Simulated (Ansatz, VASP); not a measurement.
## Al in VASP and in Ansatz

```
CELL_PARAMETERS angstrom
2.39392 0.00000 0.00000
0.00000 2.39392 0.00000
0.00000 0.00000 2.39392
ATOMIC_POSITIONS crystal
Al 0.00000 0.00000 0.00000
```

Change from the starting cell: volume scaled by 0.68, PAW files.

Alike in both runs: task single point; functional PBE; k mesh 16 × 16 × 16; occupations fermi-dirac, width 0.08 eV; no spin polarisation.

|  | VASP | Ansatz |
| --- | --- | --- |
| version | VASP 6.6.1 | Ansatz 0.2.0 |
| potentials or method | VASP PAW PBE potentials, release 64 (Al) | PAW with Ansatz's default frozen-core files, scalar-relativistic |
| plane-wave cutoff (eV) | 520 | 420 |
| valence electrons in the cell | 3 | 3 |

Ansatz gave:

```
pressure (GPa) : 48.8
```

Which values does VASP return?

Pressure (GPa): 48.9.

The functional is the same, so the differences come from potentials, cutoffs and numerics.

Caveats: so large a pressure means that the cell lies far from this level's equilibrium, or that cutoff or potentials fall short (VASP).
